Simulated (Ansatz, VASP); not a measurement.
# Al2O3 (Al2O3 (0001), 8 units) in two plane-wave programs, part 2 of 3

Wanted: the spread between two codes on one cell, functional and k mesh. Of the first pair: The cell is taken from a series of runs on this material, whose earlier steps may have relaxed, scaled, displaced or heated it; both programs get it as it stands.

VASP 6.6.1 and Ansatz 0.2.0.

So far: Set-up; Ansatz: single point, PBEsol, pair 1; VASP: single point, PBEsol, pair 1; Side by side.

## 5. Ansatz: relaxation, PBEsol

Level of this step: Ansatz beside VASP: Kohn-Sham DFT, plane waves, PBEsol (Ansatz).

The two programs are compared at the cell with which this relaxation starts, whose forces are those of its first step. This pair takes another cell of the material, with 30 atoms against 40 for the pair before.

The structure compared here is the start of the Ansatz relaxation; VASP solves that cell, so the two are compared at the walk's first step.

Contents of input.yaml:

```yaml
crystal:
  lattice:
    - [4.759, 0.0, 0.0]
    - [-2.3795, 4.1214149, 0.0]
    - [0.0, 0.0, 30.50504]
  atoms:
    - { symbol: Al, position: [0.66666667, 0.33333333, 0.2950332142] }
    - { symbol: O, position: [0.306, 0.0, 0.3225703031] }
    - { symbol: O, position: [0.0, 0.306, 0.3225703031] }
    - { symbol: O, position: [0.694, 0.694, 0.3225703031] }
    - { symbol: Al, position: [0.33333333, 0.66666667, 0.3501073921] }
    - { symbol: Al, position: [0.0, 0.0, 0.3660050929] }
    - { symbol: O, position: [0.02733333, 0.66666667, 0.3935421819] }
    - { symbol: O, position: [0.33333333, 0.36066667, 0.3935421819] }
    - { symbol: O, position: [0.63933333, 0.97266667, 0.3935421819] }
    - { symbol: Al, position: [0.66666667, 0.33333333, 0.4210792708] }
    - { symbol: Al, position: [0.33333333, 0.66666667, 0.4369769717] }
    - { symbol: O, position: [0.97266667, 0.33333333, 0.4645140606] }
    - { symbol: O, position: [0.66666667, 0.63933333, 0.4645140606] }
    - { symbol: O, position: [0.36066667, 0.02733333, 0.4645140606] }
    - { symbol: Al, position: [0.0, 0.0, 0.4920511496] }
    - { symbol: Al, position: [0.66666667, 0.33333333, 0.5079488504] }
    - { symbol: O, position: [0.694, 0.0, 0.5354859394] }
    - { symbol: O, position: [0.0, 0.694, 0.5354859394] }
    - { symbol: O, position: [0.306, 0.306, 0.5354859394] }
    - { symbol: Al, position: [0.33333333, 0.66666667, 0.5630230283] }
    - { symbol: Al, position: [0.0, 0.0, 0.5789207292] }
    - { symbol: O, position: [0.63933333, 0.66666667, 0.6064578181] }
    - { symbol: O, position: [0.33333333, 0.97266667, 0.6064578181] }
    - { symbol: O, position: [0.02733333, 0.36066667, 0.6064578181] }
    - { symbol: Al, position: [0.66666667, 0.33333333, 0.6339949071] }
    - { symbol: Al, position: [0.33333333, 0.66666667, 0.6498926079] }
    - { symbol: O, position: [0.36066667, 0.33333333, 0.6774296969] }
    - { symbol: O, position: [0.66666667, 0.02733333, 0.6774296969] }
    - { symbol: O, position: [0.97266667, 0.63933333, 0.6774296969] }
    - { symbol: Al, position: [0.0, 0.0, 0.7049667858] }
kpoints:
  mp_grid: { grid: [6, 6, 1] }
hamiltonian:
  xc: pbesol
scf:
  occupations: { method: fixed }
  convergence: { dr2_threshold: 1.0e-09 }
efield:
  axis: 3
  dipole_correction: true
  ramp_position: 0.97
  ramp_width: 0.06
relax:
  f_tol: 0.003
  max_steps: 100
output:
  write_potential: true
  write_density: true
  volumetric_format: npy
```

On the command line:

```console
$ ansatz run input.yaml --threads 4 --pin off --max-ram 16384MiB --backend cpu --events-out ev --progress --plain --runs-dir out
```

Numbers of over 12 decimals in the logs are rounded to 6 here.

The log of the run:

```text
[...]
Crystal: 30 atoms, lattice volume = 598.320 Å³
Basis set: ecut = 420 eV, 11615 PW (Γ), exchange–correlation on 64×64×432 points (8 copies of the dense FFT grid, shifted against one another)
Bands: 102, of which v1, the nominal top of the filled ones, is band 72 counted from 1 (71 counted from 0)
Symmetry: 3 space group operations
k-points: 8 of 36 (time reversal used)
[...]
- { symbol: Al, position: [0.666667, 0.333333, 0.508454] }
[...]
- { symbol: Al, position: [0.333333, 0.666667, 0.563698] }
    - { symbol: Al, position: [0, 1.2583300928657116e-19, 0.578230] }
[...]
- { symbol: O, position: [0.022434, 0.354950, 0.607341] }
    - { symbol: Al, position: [0.666667, 0.333333, 0.640538] }
    - { symbol: Al, position: [0.333333, 0.666667, 0.649273] }
    - { symbol: O, position: [0.360390, 0.350035, 0.678107] }
    - { symbol: O, position: [0.649965, 0.010355, 0.678107] }
    - { symbol: O, position: [0.989645, 0.639610, 0.678107] }
    - { symbol: Al, position: [0, 1.2583300928657023e-19, 0.681434] }
```

## 6. VASP: single point, PBEsol, start cell, pair 2

The same cell, functional and mesh now go to VASP, with its own data sets.

Contents of INCAR:

```
SYSTEM = Al2O3
PREC = Accurate
ENCUT = 520
EDIFF = 1E-06
NELM = 120
ISMEAR = 0
SIGMA = 0.01
LREAL = .FALSE.
ALGO = Normal
GGA = PS
NBANDS = 96
LORBIT = 11
LWAVE = .FALSE.
LCHARG = .FALSE.
ISIF = 2
LDIPOL = .TRUE.
IDIPOL = 3
DIPOL = 0.5 0.5 0.5
LVHAR = .TRUE.
LASPH = .TRUE.
GGA_COMPAT = .FALSE.
EFERMI = MIDGAP
NELMDL = -8
KPAR = 4
```

Contents of POSCAR:

```
Al2O3
1.0
    4.7590000000      0.0000000000      0.0000000000
   -2.3795000000      4.1214149000      0.0000000000
    0.0000000000      0.0000000000     30.5050400000
Al O
12 18
Direct
    0.6666666626      0.3333333374      0.2950332142
    0.3333333293      0.6666666707      0.3501073921
    0.9999999960      0.0000000040      0.3660050929
    0.6666666626      0.3333333374      0.4210792708
    0.3333333293      0.6666666707      0.4369769717
    0.9999999960      0.0000000040      0.4920511496
    0.6666666626      0.3333333374      0.5079488504
    0.3333333293      0.6666666707      0.5630230283
    0.9999999960      0.0000000040      0.5789207292
    0.6666666626      0.3333333374      0.6339949071
    0.3333333293      0.6666666707      0.6498926079
    0.9999999960      0.0000000040      0.7049667858
    0.3059999969      0.0000000020      0.3225703031
    0.9999999980      0.3060000069      0.3225703031
    0.6939999931      0.6940000031      0.3225703031
    0.0273333244      0.6666666707      0.3935421819
    0.3333333293      0.3606666658      0.3935421819
    0.6393333342      0.9726666756      0.3935421819
    0.9726666656      0.3333333394      0.4645140606
    0.6666666606      0.6393333382      0.4645140606
    0.3606666618      0.0273333344      0.4645140606
    0.6939999930      0.0000000020      0.5354859394
    0.9999999980      0.6940000031      0.5354859394
    0.3059999968      0.3060000069      0.5354859394
    0.6393333342      0.6666666707      0.6064578181
    0.3333333293      0.9726666756      0.6064578181
    0.0273333244      0.3606666658      0.6064578181
    0.3606666617      0.3333333394      0.6774296969
    0.6666666606      0.0273333345      0.6774296969
    0.9726666655      0.6393333383      0.6774296969
```

Contents of KPOINTS:

```
Automatic mesh
0
Gamma
6 6 1
0 0 0
```

PAW data sets: Al and O (PBE family, release 64).

On the command line:

```console
$ mpirun -np 4 vasp_std
```

The log of the run:

```text
[banner, memory and clock lines left out]
running    4 mpi-ranks, on    1 nodes
[...]
|                                                                             |
|               ----> ADVICE to this user running VASP <----                  |
|                                                                             |
|     You have a (more or less) 'large supercell' and for larger cells it     |
|     might be more efficient to use real-space projection operators.         |
|     Therefore, try LREAL= Auto in the INCAR file.                           |
|     Mind: For very accurate calculation, you might also keep the            |
|     reciprocal projection scheme (i.e. LREAL=.FALSE.).                      |
|                                                                             |

 [... a notice as in an earlier step ...]

 LDA part: xc-table for (Slater+PW92), standard interpolation
 POSCAR, INCAR and KPOINTS ok, starting setup
[...]
entering main loop
       N       E                     dE             d eps       ncg     rms          rms(c)
DAV:   1     0.120165684940E+04    0.12017E+04   -0.67455E+04  1592   0.129E+03
DAV:   2    -0.942942390389E+02   -0.12960E+04   -0.12386E+04  2032   0.320E+02
DAV:   3    -0.253364948167E+03   -0.15907E+03   -0.15805E+03  1872   0.118E+02
DAV:   4    -0.257154606595E+03   -0.37897E+01   -0.37800E+01  1864   0.207E+01
[...]
DAV:  29    -0.226749188388E+03   -0.60180E-05   -0.22822E-07  1088   0.199E-03    0.867E-04
DAV:  30    -0.226749192862E+03   -0.44733E-05   -0.45482E-07  1072   0.239E-03    0.819E-04
DAV:  31    -0.226749193690E+03   -0.82781E-06   -0.67852E-08  1104   0.107E-03
   1 F= -.22674919E+03 E0= -.22674919E+03  d E =-.109535-158
```

OUTCAR, selected parts (step 6):

```text
  Total        0.6824897      0.6824897    -15.6741968     -0.0000002      0.0000000      0.0000000
  in kB        1.8275660      1.8275660    -41.9722486     -0.0000004      0.0000000      0.0000000
  external PRESSURE =     -12.7723722 kB  Pullay stress =       0.0000000 kB

 POSITION                                       TOTAL-FORCE (eV/Angst)
 -----------------------------------------------------------------------------------
      2.37950      1.37380      9.00000        -0.000000      0.000000      6.678888
     -0.00000      2.74761     10.68004        -0.000000      0.000000     -0.823210
      4.75900      0.00000     11.16500        -0.000000      0.000000     -2.079578
      2.37950      1.37380     12.84504        -0.000000      0.000000     -0.167623
     -0.00000      2.74761     13.33000        -0.000000      0.000000     -0.066134
      4.75900      0.00000     15.01004        -0.000000      0.000000     -0.013165
      2.37950      1.37380     15.49500        -0.000000      0.000000      0.013165
     -0.00000      2.74761     17.17504        -0.000000      0.000000      0.066134
      4.75900      0.00000     17.66000        -0.000000      0.000000      0.167623
      2.37950      1.37380     19.34004        -0.000000      0.000000      2.079578
     -0.00000      2.74761     19.82500        -0.000000      0.000000      0.823210
      4.75900      0.00000     21.50504        -0.000000      0.000000     -6.678888
      1.45625      0.00000      9.84002         1.839597      0.603370     -1.390564
      4.03087      1.26115      9.84002        -1.442333      1.291452     -1.390564
[...]
-----------------------------------------------------------------------------------
    total drift:                                0.000560     -0.000323      0.000144

  FREE ENERGIE OF THE ION-ELECTRON SYSTEM (eV)
  ---------------------------------------------------
  free  energy   TOTEN  =      -226.7491936895 eV

  energy  without entropy=     -226.7491936895  energy(sigma->0) =     -226.74919369

[... 3 further parts left out ...]
[key lines of the parts left out:]
E-fermi :   1.2033
```

## 7. Differences

What differs besides the data sets and the points named for the pairs above, as far as they apply: the cutoff is 420 eV in Ansatz and 520 eV in VASP. Total energies have different zeros and are not compared.

Forces on 8 of the 30 atoms, those with the largest forces and the largest differences (eV/Å; atoms numbered as in POSCAR):

```tsv
atom	Ansatz x, y, z	VASP x, y, z
Al1	0.000, 0.000, 6.719	0.000, 0.000, 6.679
Al3	0.000, 0.000, -2.050	0.000, 0.000, -2.080
Al12	0.000, 0.000, -6.719	0.000, 0.000, -6.679
O13	1.849, 0.612, -1.403	1.840, 0.603, -1.391
O14	-1.455, 1.295, -1.403	-1.442, 1.291, -1.391
O15	-0.394, -1.907, -1.403	-0.397, -1.895, -1.391
O29	1.455, -1.295, 1.403	1.442, -1.291, 1.391
O30	0.394, 1.907, 1.403	0.397, 1.895, 1.391
```

The forces differ by 9.0 meV/Å r.m.s., which is 0.7 % of the r.m.s. force of 1.218 eV/Å (both taken over all components). With vacuum in the cell, a pressure given here is an average over mostly empty space and none of the material.

## 8. Ansatz: relaxation, PBEsol

The two programs are compared at the cell with which this relaxation starts, whose forces are those of its first step. This pair takes another cell of the material, with 40 atoms against 30 for the pair before.

The structure compared here is the start of the Ansatz relaxation; VASP solves that cell, so the two are compared at the walk's first step.

Contents of input.yaml:

```yaml
crystal:
  lattice:
    - [4.759, 0.0, 0.0]
    - [-2.3795, 4.1214149, 0.0]
    - [0.0, 0.0, 34.83504]
  atoms:
    - { symbol: Al, position: [0.66666667, 0.33333333, 0.2583605473] }
    - { symbol: O, position: [0.306, 0.0, 0.2824747725] }
    - { symbol: O, position: [0.0, 0.306, 0.2824747725] }
    - { symbol: O, position: [0.694, 0.694, 0.2824747725] }
    - { symbol: Al, position: [0.33333333, 0.66666667, 0.3065889977] }
    - { symbol: Al, position: [0.0, 0.0, 0.3205106123] }
    - { symbol: O, position: [0.02733333, 0.66666667, 0.3446248375] }
    - { symbol: O, position: [0.33333333, 0.36066667, 0.3446248375] }
    - { symbol: O, position: [0.63933333, 0.97266667, 0.3446248375] }
    - { symbol: Al, position: [0.66666667, 0.33333333, 0.3687390627] }
    - { symbol: Al, position: [0.33333333, 0.66666667, 0.3826606773] }
    - { symbol: O, position: [0.97266667, 0.33333333, 0.4067749025] }
    - { symbol: O, position: [0.66666667, 0.63933333, 0.4067749025] }
    - { symbol: O, position: [0.36066667, 0.02733333, 0.4067749025] }
    - { symbol: Al, position: [0.0, 0.0, 0.4308891277] }
    - { symbol: Al, position: [0.66666667, 0.33333333, 0.4448107423] }
    - { symbol: O, position: [0.694, 0.0, 0.4689249675] }
    - { symbol: O, position: [0.0, 0.694, 0.4689249675] }
    - { symbol: O, position: [0.306, 0.306, 0.4689249675] }
    - { symbol: Al, position: [0.33333333, 0.66666667, 0.4930391927] }
    - { symbol: Al, position: [0.0, 0.0, 0.5069608073] }
    - { symbol: O, position: [0.63933333, 0.66666667, 0.5310750325] }
    - { symbol: O, position: [0.33333333, 0.97266667, 0.5310750325] }
    - { symbol: O, position: [0.02733333, 0.36066667, 0.5310750325] }
    - { symbol: Al, position: [0.66666667, 0.33333333, 0.5551892577] }
    - { symbol: Al, position: [0.33333333, 0.66666667, 0.5691108723] }
    - { symbol: O, position: [0.36066667, 0.33333333, 0.5932250975] }
    - { symbol: O, position: [0.66666667, 0.02733333, 0.5932250975] }
    - { symbol: O, position: [0.97266667, 0.63933333, 0.5932250975] }
    - { symbol: Al, position: [0.0, 0.0, 0.6173393227] }
    - { symbol: Al, position: [0.66666667, 0.33333333, 0.6312609373] }
    - { symbol: O, position: [0.306, 0.0, 0.6553751625] }
    - { symbol: O, position: [0.0, 0.306, 0.6553751625] }
    - { symbol: O, position: [0.694, 0.694, 0.6553751625] }
    - { symbol: Al, position: [0.33333333, 0.66666667, 0.6794893877] }
    - { symbol: Al, position: [0.0, 0.0, 0.6934110023] }
    - { symbol: O, position: [0.02733333, 0.66666667, 0.7175252275] }
    - { symbol: O, position: [0.33333333, 0.36066667, 0.7175252275] }
    - { symbol: O, position: [0.63933333, 0.97266667, 0.7175252275] }
    - { symbol: Al, position: [0.66666667, 0.33333333, 0.7416394527] }
kpoints:
  mp_grid: { grid: [6, 6, 1] }
hamiltonian:
  xc: pbesol
scf:
  occupations: { method: fixed }
  convergence: { dr2_threshold: 1.0e-09 }
efield:
  axis: 3
  dipole_correction: true
  ramp_position: 0.97
  ramp_width: 0.06
relax:
  f_tol: 0.003
  max_steps: 100
output:
  write_potential: true
  write_density: true
  volumetric_format: npy
```

On the command line:

```console
$ ansatz run input.yaml --threads 4 --pin off --max-ram 16384MiB --backend cpu --events-out ev --progress --plain --runs-dir out
```

The log of the run:

```text
[...]
Crystal: 40 atoms, lattice volume = 683.248 Å³
Basis set: ecut = 420 eV, 13251 PW (Γ), exchange–correlation on 64×64×480 points (8 copies of the dense FFT grid, shifted against one another)
Bands: 136, of which v1, the nominal top of the filled ones, is band 96 counted from 1 (95 counted from 0)
Symmetry: 3 space group operations
k-points: 8 of 36 (time reversal used)
[...]
- { symbol: Al, position: [0.666667, 0.333333, 0.555166] }
    - { symbol: Al, position: [0.333333, 0.666667, 0.569508] }
[...]
- { symbol: Al, position: [0.666667, 0.333333, 0.630899] }
[...]
- { symbol: O, position: [0.689121, 0.688275, 0.656370] }
    - { symbol: Al, position: [0.333333, 0.666667, 0.685433] }
[...]
- { symbol: O, position: [0.027062, 0.683366, 0.718338] }
    - { symbol: O, position: [0.316634, 0.343696, 0.718338] }
    - { symbol: O, position: [0.656304, 0.972938, 0.718338] }
    - { symbol: Al, position: [0.666667, 0.333333, 0.721260] }
```

(Continued in part 3 of 3.)

[Lines on the potential files, build, host, timing and source positions are cut from VASP's logs without a mark.]

[Logs are printed without paths, hosts, clocks, repeated set-up lines and the standing remarks that a program may print on its own settings, such as how far it seeks lower states.]

[Hosts, paths, dates, database ids (printed as entryN), source tags and the programs' standing remarks are cut or masked in the printed files.]
